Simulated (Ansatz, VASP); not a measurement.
# ZnO: VASP beside Ansatz

```xyz
4
Lattice="3.2778 0.0000 0.0000 -1.6389 2.8386 0.0000 0.0000 0.0000 7.6528" Properties=species:S:1:pos:R:3 pbc="T T T"
Zn    0.0000    0.0000    5.7396
Zn    0.0000    0.0000    1.9132
O     0.0000    1.8924    1.9132
O     1.6389    0.9462    5.7396
```

Alike in both runs: functional PBE; k mesh 12 × 12 × 4; occupations gaussian, width 0.02 eV; no spin polarisation.

Ansatz relaxed the structure, and its values are those at the end. VASP's run is a single point on that final structure, the one shown.

|  | VASP | Ansatz |
| --- | --- | --- |
| version | VASP 6.6.1 | Ansatz 0.2.0 |
| potentials or method | VASP PAW PBE potentials, release 64 (Zn, O) | scalar-relativistic, plane waves, PAW |
| plane-wave cutoff (eV) | 520 | 420 |
| valence electrons in the cell | 36 | 36 |

```tsv
	VASP	Ansatz	Ansatz less VASP
gap on the k mesh at the Fermi level (eV)	0.92	0.92	-0.001
least direct gap on the mesh (eV)	0.92	0.92	-0.001
pressure (GPa)	0.8	0.0	-0.76
```

With one functional, cell and mesh, what is left measures potentials, basis and numerics.

A k mesh can miss the band edges. Expect the measured gap to be larger: semilocal functionals such as PBE lack the derivative discontinuity.
